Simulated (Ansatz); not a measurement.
# Stack of honeycomb AlP under honeycomb AsSb, upper layer turned by 180° in a perpendicular field

What dipole does a perpendicular field induce in the stack of honeycomb AlP under honeycomb AsSb, upper layer turned by 180°, and does the gap follow? A positive field points along +c.

Method: plane-wave DFT, PBEsol-D3(BJ), Ansatz PAW, in the first sound run; inputs show where later runs differ, in Ansatz 0.2.0.

### Step 1. Set-up

The cell holds 4 atoms: 1 P, 1 Al, 1 Sb and 1 As. Cell: a = 3.900 Å, b = 3.900 Å, c = 40.620 Å, α = 90.0°, β = 90.0°, γ = 120.0°. Regions: layer 1: honeycomb AlP, 2 atoms (1 P and 1 Al); layer 2: honeycomb AsSb, 2 atoms (1 Sb and 1 As). Vacuum lies along c.

Coordinates:

```cif
data_structure
_symmetry_space_group_name_H-M 'P 1'
_symmetry_Int_Tables_number 1
_cell_length_a 3.9000
_cell_length_b 3.9000
_cell_length_c 40.6200
_cell_angle_alpha 90.000
_cell_angle_beta 90.000
_cell_angle_gamma 120.000
_cell_volume 535.06
loop_
_atom_site_label
_atom_site_type_symbol
_atom_site_fract_x
_atom_site_fract_y
_atom_site_fract_z
_atom_site_occupancy
P1 P 0.66667 0.33333 0.44067 1
Al2 Al 0.33333 0.66667 0.44806 1
Sb3 Sb 0.66667 0.33333 0.52191 1
As4 As 0.00000 0.00000 0.55933 1
```

### Step 2. Relaxation

The starting cell is a guess, so the in-plane lattice and the atoms are relaxed first, with the slab cut off from its images along the normal.

input.yaml reads:

```yaml
crystal:
  lattice:
    - [3.9, 0.0, 0.0]
    - [-1.95, 3.3774990748, 0.0]
    - [0.0, 0.0, 40.6199999995]
  atoms:
    - { symbol: P, position: [0.6666666667, 0.3333333333, 0.4406696209] }
    - { symbol: Al, position: [0.3333333333, 0.6666666667, 0.4480551452] }
    - { symbol: Sb, position: [0.6666666667, 0.3333333333, 0.521910389] }
    - { symbol: As, position: [0.0, 0.0, 0.5593303791] }
  periodic: [true, true, false]
kpoints:
  mp_grid: { grid: [12, 12, 1] }
hamiltonian:
  xc: pbesol
  dispersion: d3bj
scf:
  occupations: { method: fermi_dirac, width: 0.05 }
  convergence: { dr2_threshold: 1.0e-09 }
relax:
  f_tol: 0.004
  max_steps: 90
  cell: {}
output:
  write_potential: true
  write_density: true
  volumetric_format: npy
```

Command:

```sh
$ ansatz run input.yaml --threads 2 --pin off --max-ram 3072MiB --backend cpu --events-out ev --progress --plain --runs-dir out
```

Numbers of over 12 decimals in the logs are rounded to 6 here.

The log of the run:

```text
Warning: relax.cell: scf.convergence.dr2_threshold = 1e-9 eV is looser than the 1.82122491995e-10 eV advised for a relaxation that steers and ends on the stress (1e-10 eV for each atom of the cell: 4, times the square of relax.cell.stress_2d_tol = 0.05 N/m over 14.8 Å (the atoms' height at the walk's start and 5 Å past either face), 3.374e-2 GPa, over a crystal's default 0.05). What an SCF threshold leaves in a stress goes as its square root, and in the free energy as the threshold itself, and one threshold admits the most on a small cell: [figures from the program's tests cut] Set scf.convergence.dr2_threshold to 1.82122491995e-10 eV or tighter. [rest of the remark cut]
Engine: ansatz 0.2.0, aarch64-unknown-linux-gnu
Pseudopotentials: kind: paw
Pseudopotential: P, paw, valence charge 5, recommended cutoff 420 eV (normal), P.paw.azcp
Pseudopotential: Al, paw, valence charge 3, recommended cutoff 420 eV (normal), Al.paw.azcp
Pseudopotential: Sb, paw, valence charge 15, recommended cutoff 420 eV (normal), Sb.paw.azcp
Pseudopotential: As, paw, valence charge 15, recommended cutoff 420 eV (normal), As.paw.azcp
Functional definition: PBEsol
  exchange = pbesol_x
  correlation = pbesol_c
Crystal: 4 atoms, lattice volume = 535.057 Å³
Basis set: ecut = 420 eV, 10587 PW (Γ), exchange–correlation on 54×54×576 points (8 copies of the dense FFT grid, shifted against one another)
Bands: 23, of which v1, the nominal top of the filled ones, is band 19 counted from 1 (18 counted from 0)
Symmetry: 6 space group operations
Space group: P3m1 (ITA 156), of the structure as read, at distance tolerance 8.1e-5 Å
k-points: 19 of 144 (time reversal used)
Non-local potential: P, projectors of the file, l = 0: 2, l = 1: 2, l = 2: 2
Non-local potential: Al, projectors of the file, l = 0: 2, l = 1: 2, l = 2: 1
Non-local potential: Sb, projectors of the file, l = 0: 2, l = 1: 2, l = 2: 2, l = 3: 2
Non-local potential: As, projectors of the file, l = 0: 2, l = 1: 2, l = 2: 3, l = 3: 1
PAW form: soft (Blöchl's): semilocal exchange-correlation on the pseudo side does not see the compensation charge
PAW frozen core: P, regenerated for the run's functional, and the local potential with it (the file was generated under x = pbe(κ = 0.804, μ = 0.219515), c = pbe(β = 0.066725))
PAW frozen core: Al, regenerated for the run's functional, and the local potential with it (the file was generated under x = pbe(κ = 0.804, μ = 0.219515), c = pbe(β = 0.066725))
PAW frozen core: Sb, regenerated for the run's functional, and the local potential with it (the file was generated under x = pbe(κ = 0.804, μ = 0.219515), c = pbe(β = 0.066725))
PAW frozen core: As, regenerated for the run's functional, and the local potential with it (the file was generated under x = pbe(κ = 0.804, μ = 0.219515), c = pbe(β = 0.066725))
PAW one-centre angular grid: P, 110 points (default); XC on 64 Gauss nodes
PAW one-centre angular grid: Al, 110 points (default); XC on 64 Gauss nodes
PAW one-centre angular grid: Sb, 590 points (default); XC on 64 Gauss nodes
PAW one-centre angular grid: As, 590 points (default); XC on 64 Gauss nodes
Initial density: superposition of atomic densities (neutral atoms: chi_scale 0, normalization atom), corrected by the library's trained network
Initial wavefunctions: pseudopotential atomic-orbital guess
Functional: x = pbesol(κ = 0.804, μ = 0.123457), c = pbesol(β = 0.046)
SCF iter   1: F=—  HF=-12485.873053 eV  |F-HF|=—  |Δ(HF+E_count)|=         —  Δρ=1.88e-3  dr2=7.42e-2  ethr=1.77e-3  ⟨swp⟩=15.2  Hψ=3395  notcnv=0
preconditioner: auto → LDOS  [insulator: Δε(μ)=0.339 eV  Ē_g=7.455 eV  σ=0.050 eV  W_gap=0.89  n_scr=22 (ndim 8)  ℏωp=6.8 eV  f_vac=0.776  D(μ)=0.13/eV (n_scr^D=2)  ε∞_Penn≈1.8  β→1.0]
SCF iter   2: F=—  HF=-12485.864542 eV  |F-HF|=—  |Δ(HF+E_count)|=   8.51e-3  Δρ=1.09e-3  dr2=1.18e-2  ethr=1.95e-4  ⟨swp⟩=4.2  Hψ=1042  notcnv=0
SCF iter   3: F=—  HF=-12485.860922 eV  |F-HF|=—  |Δ(HF+E_count)|=   3.62e-3  Δρ=3.13e-4  dr2=1.33e-3  ethr=3.10e-5  ⟨swp⟩=3.2  Hψ=946  notcnv=0
SCF iter   4: F=—  HF=-12485.860597 eV  |F-HF|=—  |Δ(HF+E_count)|=   3.25e-4  Δρ=8.67e-5  dr2=2.91e-4  ethr=3.49e-6  ⟨swp⟩=2.7  Hψ=741  notcnv=0
SCF iter   5: F=—  HF=-12485.860572 eV  |F-HF|=—  |Δ(HF+E_count)|=   2.55e-5  Δρ=1.96e-5  dr2=4.16e-6  ethr=7.65e-7  ⟨swp⟩=2.2  Hψ=544  notcnv=0
SCF iter   6: F=—  HF=-12485.860591 eV  |F-HF|=—  |Δ(HF+E_count)|=   1.91e-5  Δρ=8.27e-6  dr2=1.12e-6  ethr=1.09e-8  ⟨swp⟩=3.2  Hψ=927  notcnv=0
SCF iter   7: F=—  HF=-12485.860635 eV  |F-HF|=—  |Δ(HF+E_count)|=   4.47e-5  Δρ=2.49e-6  dr2=1.38e-7  ethr=2.94e-9  ⟨swp⟩=3.2  Hψ=979  notcnv=0
SCF iter   8: F=—  HF=-12485.860635 eV  |F-HF|=—  |Δ(HF+E_count)|=   2.33e-8  Δρ=9.98e-7  dr2=7.64e-9  ethr=3.63e-10  ⟨swp⟩=2.7  Hψ=669  notcnv=0
SCF iter   9: F=—  HF=-12485.860635 eV  |F-HF|=—  |Δ(HF+E_count)|=   3.77e-9  Δρ=2.95e-7  dr2=1.12e-9  ethr=2.63e-12  ⟨swp⟩=12.5  Hψ=3537  notcnv=0
SCF iter  10: F=-12485.860635 eV  HF=-12485.860635 eV  |F-HF|=1.13e-9  |Δ(HF+E_count)|=   4.11e-9  Δρ=8.00e-8  dr2=5.10e-11  ethr=2.63e-12  ⟨swp⟩=9.9  Hψ=2799  notcnv=0
SCF 1 converged in 10 iterations: F = -12485.860635 eV  dr2 = 5.10e-11
  greatest PAW one-centre occupation: 0.999 electrons in one spin orbital (limit 2), on the As atom at site 3 (counted from 0), in its partial waves of l = 2
relax step   1: F+E_penalty+E_count = -12485.86063539 eV  Δ(F+E_penalty+E_count) = +0.000e0 eV  max|allowed force component| = 9.749e-1 eV/Å  Δτ_max = 0.0000 Å  P = -1.958 N/m  Ω = 535.057 Å³  fix = [c, alpha, beta]  reactions: c -0.000 N/m  (10 SCF iters, accepted)
Crystal: 4 atoms, lattice volume = 530.895 Å³
Basis set: ecut = 420 eV, 10479 PW (Γ), exchange–correlation on 54×54×576 points (8 copies of the dense FFT grid, shifted against one another)
Initial density: handed on by an earlier stage of this run
Initial wavefunctions: those handed on with the density
iter 1 solved again at ethr=4.54e-4 eV; its pass at ethr=3.10e-3 eV (dr2=1.73e-1 eV) is discarded
SCF iter   1: F=—  HF=-12486.027080 eV  |F-HF|=—  |Δ(HF+E_count)|=         —  Δρ=3.62e-3  dr2=1.70e-1  ethr=4.54e-4  ⟨swp⟩=2.1  Hψ=3881  notcnv=0
preconditioner: auto → Resta (q_TF=auto, 1.758 Å⁻¹)  ε∞=1.8  [insulator: Δε(μ)=0.804 eV  Ē_g=7.659 eV  σ=0.050 eV  W_gap=1.00  n_scr=22 (ndim 8)  ℏωp=6.8 eV  f_vac=0.768  D(μ)=0.00/eV (n_scr^D=0)  ε∞_Penn≈1.8  vacuum switching on, ρ_ref=4.3e-3 e/Å³]
SCF iter   2: F=—  HF=-12486.009817 eV  |F-HF|=—  |Δ(HF+E_count)|=   1.73e-2  Δρ=2.08e-3  dr2=1.23e-1  ethr=4.46e-4  ⟨swp⟩=4.3  Hψ=1035  notcnv=0
[...]
SCF iter  10: F=-12486.088521 eV  HF=-12486.088521 eV  |F-HF|=2.29e-10  |Δ(HF+E_count)|=   1.13e-9  Δρ=3.18e-7  dr2=8.41e-10  ethr=2.63e-12  ⟨swp⟩=10.4  Hψ=4015  notcnv=0
SCF 3 converged in 10 iterations: F = -12486.088521 eV  dr2 = 8.41e-10
relax step   3: F+E_penalty+E_count = -12486.08852061 eV  Δ(F+E_penalty+E_count) = -9.287e-2 eV  max|allowed force component| = 1.998e-1 eV/Å  Δτ_max = 0.1948 Å  P = -1.766 N/m  Ω = 531.514 Å³  energy of the carried Pulay correction = +1.317e-4 eV  fix = [c, alpha, beta]  reactions: c -0.000 N/m  (10 SCF iters, accepted)
[...]
relax step   4: F+E_penalty+E_count = -12486.10301687 eV  Δ(F+E_penalty+E_count) = -1.450e-2 eV  max|allowed force component| = 6.371e-2 eV/Å  Δτ_max = 0.0537 Å  P = -1.342 N/m  Ω = 528.480 Å³  energy of the carried Pulay correction = +2.453e-4 eV  fix = [c, alpha, beta]  reactions: c -0.000 N/m  (10 SCF iters, accepted)
[...]
relax step   5: F+E_penalty+E_count = -12486.11316814 eV  Δ(F+E_penalty+E_count) = -1.015e-2 eV  max|allowed force component| = 5.270e-2 eV/Å  Δτ_max = 0.0630 Å  P = -0.523 N/m  Ω = 522.670 Å³  energy of the carried Pulay correction = +4.645e-4 eV  fix = [c, alpha, beta]  reactions: c -0.000 N/m  (9 SCF iters, accepted)
[...]
relax step   6: F+E_penalty+E_count = -12486.11470456 eV  Δ(F+E_penalty+E_count) = -1.536e-3 eV  max|allowed force component| = 4.324e-2 eV/Å  Δτ_max = 0.0141 Å  P = -0.201 N/m  Ω = 520.145 Å³  energy of the carried Pulay correction = +5.605e-4 eV  fix = [c, alpha, beta]  reactions: c -0.000 N/m  (8 SCF iters, accepted)
[...]
relax step   7: F+E_penalty+E_count = -12486.11575591 eV  Δ(F+E_penalty+E_count) = -1.051e-3 eV  max|allowed force component| = 2.493e-2 eV/Å  Δτ_max = 0.0345 Å  P = -0.135 N/m  Ω = 518.112 Å³  energy of the carried Pulay correction = +6.382e-4 eV  fix = [c, alpha, beta]  reactions: c -0.000 N/m  (9 SCF iters, accepted)
[...]
relax step   8: F+E_penalty+E_count = -12486.11595287 eV  Δ(F+E_penalty+E_count) = -1.970e-4 eV  max|allowed force component| = 3.341e-2 eV/Å  Δτ_max = 0.0210 Å  P = +0.044 N/m  Ω = 517.426 Å³  energy of the carried Pulay correction = +6.645e-4 eV  fix = [c, alpha, beta]  reactions: c +0.000 N/m  (9 SCF iters, accepted)
[...]
relax step   9: F+E_penalty+E_count = -12486.11610514 eV  Δ(F+E_penalty+E_count) = -1.523e-4 eV  max|allowed force component| = 1.396e-3 eV/Å  Δτ_max = 0.0080 Å  P = +0.004 N/m  Ω = 517.416 Å³  energy of the carried Pulay correction = +6.648e-4 eV  fix = [c, alpha, beta]  reactions: c +0.000 N/m  (8 SCF iters, accepted)
Initial wavefunctions: pseudopotential atomic-orbital guess (no wavefunctions were taken with the density)
iter 1 solved again at ethr=4.89e-7 eV; its pass at ethr=3.10e-3 eV (dr2=1.86e-4 eV) is discarded
SCF iter   1: F=—  HF=-12486.115459 eV  |F-HF|=—  |Δ(HF+E_count)|=         —  Δρ=1.26e-5  dr2=1.16e-7  ethr=4.89e-7  ⟨swp⟩=5.4  Hψ=4974  notcnv=0
eigensolver tolerance schedule: the retry pair's looser diagonalisation over-reported the residual by 1595.67 of it (diagonalisation noise at 0.34 of the residual, at the tolerance the schedule requests for it); recorded, not acted on — ethr = c·dr2/N_el stays at c = 1.0e-1
preconditioner: auto → Resta (q_TF=auto, 1.766 Å⁻¹)  ε∞=1.8  [insulator: Δε(μ)=1.245 eV  Ē_g=7.567 eV  σ=0.050 eV  W_gap=1.00  n_scr=22 (ndim 8)  ℏωp=6.9 eV  f_vac=0.758  D(μ)=0.00/eV (n_scr^D=0)  ε∞_Penn≈1.8  vacuum switching on, ρ_ref=4.2e-3 e/Å³]
SCF iter   2: F=—  HF=-12486.115504 eV  |F-HF|=—  |Δ(HF+E_count)|=   4.49e-5  Δρ=6.74e-6  dr2=4.92e-8  ethr=3.06e-10  ⟨swp⟩=4.2  Hψ=1300  notcnv=0
SCF iter   3: F=—  HF=-12486.115504 eV  |F-HF|=—  |Δ(HF+E_count)|=   1.01e-7  Δρ=2.38e-6  dr2=6.44e-8  ethr=1.29e-10  ⟨swp⟩=3.7  Hψ=909  notcnv=0
SCF iter   4: F=—  HF=-12486.115504 eV  |F-HF|=—  |Δ(HF+E_count)|=   3.58e-9  Δρ=1.30e-6  dr2=3.44e-8  ethr=1.29e-10  ⟨swp⟩=2.0  Hψ=518  notcnv=0
SCF iter   5: F=—  HF=-12486.115504 eV  |F-HF|=—  |Δ(HF+E_count)|=  3.86e-10  Δρ=5.37e-7  dr2=2.79e-9  ethr=9.06e-11  ⟨swp⟩=1.7  Hψ=459  notcnv=0
SCF iter   6: F=-12486.115504 eV  HF=-12486.115504 eV  |F-HF|=2.55e-11  |Δ(HF+E_count)|=  5.06e-10  Δρ=1.63e-7  dr2=6.37e-11  ethr=2.63e-12  ⟨swp⟩=11.3  Hψ=3554  notcnv=0
SCF 10 converged in 6 iterations: F = -12486.115504 eV  dr2 = 6.37e-11
relax step  10: F+E_penalty+E_count = -12486.11550409 eV  Δ(F+E_penalty+E_count) = +6.010e-4 eV  max|allowed force component| = 1.481e-3 eV/Å  Δτ_max = 0.0000 Å  P = -0.000 N/m  Ω = 517.416 Å³  fix = [c, alpha, beta]  reactions: c -0.000 N/m  stress off target by 4.15e-4 N/m on what of the cell is left free  SCF on the basis re-selected at this cell (its energy is not comparable with the rows above)  (6 SCF iters)
basis re-selected at this cell: Δ(F+E_penalty+E_count) = +6.010e-4 eV, ΔP = -0.004 N/m vs the last step (what re-selecting the basis moved, of the pressure what is left beyond the Pulay correction that the steps carried, after the strain that the cell walked since its last selection, with what the two solves' SCF thresholds leave and, on support functions, any second-order correction that the steps lacked; it is no m [...]
SCF converged after 6 iterations
Free energy (F): -12486.115504 eV
Harris-Foulkes:  -12486.115504 eV  (|F-HF|=2.55e-11)
Internal energy: -12486.115504 eV  (E = F + TS)
E sigma→0 (E₀):  -12486.115504 eV
Entropy (-TS):   -0.000000 eV (-0.000 meV/atom)
Fermi energy:    -4.982102 eV
--- Per-component energies (eV) ---
  E_band       = -928.540076
  E_kinetic    = 402.001310
  E_local      = -84830.197408  (includes V_loc(G=0)·N_el)
  E_nonlocal   = -258.852680
  E_hartree    = 42147.469386
  E_xc         = -314.781821
  E_vxc        = -263.114992  (∫ρ·V_xc dr)
  E_paw        = -7301.100648  (= ΣΔE_a)
  E_vpaw       = -273.315121  (= ΣTr[D̂ρ^β])
  E_aug_tail   = 0.000006  (compensation charges beyond the density's cutoff)
  E_ewald      = 37668.768749
  E_disp       = -0.785918  (pairwise vdW)
  E_core_change = 1.363521  (= ΣΔE_core)
  E_smearing   = -0.000000  (= −TS)
  E_closure    = -0.000000  (closes the sum)
  Σ components = -12486.115504   (vs F -12486.115504, Δ=0.00e0)
--- Forces (eV/Å), atoms counted from 1 ---
  atom   1  P      0.00000000     0.00000000    -0.00079336
  atom   2  Al     0.00000000    -0.00000000     0.00066157
  atom   3  Sb     0.00000000    -0.00000000    -0.00134662
  atom   4  As     0.00000000     0.00000000     0.00148248
  max |Σ_I F_I| component: 4.06e-6 eV/Å
--- 2D stress c σ (N/m, compression-positive) ---
       -0.000415      -0.000000      -0.000000
       -0.000000      -0.000415      -0.000000
       -0.000000      -0.000000      -0.000000
  P = ½ c Tr σ = -0.0004 N/m
--- Band table (eV; the first three rows and the last of 19) ---
  k-point 0: bands = [... 15 lower, -6.2716, -5.9456, -5.6204, -5.6204, -3.8874, -2.6176, -2.2796, -2.2796]
  k-point 1: bands = [... 15 lower, -6.4016, -6.3737, -5.9024, -5.8012, -3.3319, -2.5237, -2.1992, -2.1052]
  k-point 2: bands = [... 15 lower, -7.4120, -6.6229, -6.2084, -5.8196, -3.5805, -2.2461, -1.8097, -1.7680]
  k-point 18: bands = [... 15 lower, -9.1683, -7.6749, -7.4363, -5.6432, -4.3752, -2.8748, -2.2322, -1.1190]
  the weakly bound empty levels are not read free of the cell's end (no_gap_told)
--- Relaxed structure (9 steps of the walk, 9 accepted, 1 SCFs on fresh bases) ---
  F+E_penalty+E_count = -12486.11550409 eV   max|allowed force component| = 1.481e-3 eV/Å   (the final SCF, on the basis selected at the relaxed cell)
  cell:  # Å, volume = 517.4158 Å³
    - [3.835169, 0.0, 0]
    - [-1.917585, 3.321354, 0]
    - [0, 0, 40.6199999995]
  atoms:
    - { symbol: P, position: [0.666667, 0.333333, 0.430687] }
    - { symbol: Al, position: [0.333333, 0.666667, 0.440543] }
    - { symbol: Sb, position: [0.666667, 0.333333, 0.530945] }
    - { symbol: As, position: [2.3868669811758805e-17, -9.251858538489118e-17, 0.567790] }
```

Wall time 1.7 min (2 threads of Arm Neoverse V2, shared host); peak memory 0.78 GiB.

The steps of the relaxation:

```
step  energy less that of the first step (eV)  largest force component (eV/Å)  volume (Å³)
   1                                   0.0000                          0.9749       535.06
   2                                  -0.1350                          1.0235       530.89
   3                                  -0.2279                          0.1998       531.51
   4                                  -0.2424                          0.0637       528.48
   5                                  -0.2525                          0.0527       522.67
   6                                  -0.2541                          0.0432       520.15
   7                                  -0.2551                          0.0249       518.11
   8                                  -0.2553                          0.0334       517.43
   9                                  -0.2555                          0.0014       517.42
 10*                                  -0.2549                          0.0015       517.42
```

Relaxation steps marked * repeat the geometry before them on a plane-wave basis chosen anew for their cell, so energy and pressure can jump there.

The run keeps the 6 symmetry operations that it works with, so distortions that break them were not tested.

```
cell as run  before  after  change
      a (Å)   3.900  3.835  -1.7 %
      b (Å)   3.900  3.835  -1.7 %
```

The atoms that moved most (Å, along periodic axes as changes of fractional coordinates times the final cell, across vacuum about the mean position):

```
atom     dx     dy      dz  length
  P1  0.000  0.000  -0.405   0.405
 Sb3  0.000  0.000   0.367   0.367
 As4  0.000  0.000   0.344   0.344
 Al2  0.000  0.000  -0.305   0.305
```

The lattice constant a goes from 3.900 to 3.835 Å.

[end of part 1 of 3]

[Logs are printed without paths, hosts, clocks, repeated set-up lines and the standing remarks that a program may print on its own settings, such as how far it seeks lower states.]

[Hosts, paths, dates, database ids (printed as entryN), source tags and the programs' standing remarks are cut or masked in the printed files.]

[Maps of the electrostatic potential energy from Ansatz leave out the sawtooth potential of an applied field or a dipole correction, so their vacuum need not be flat; planar profiles and work functions include it.]
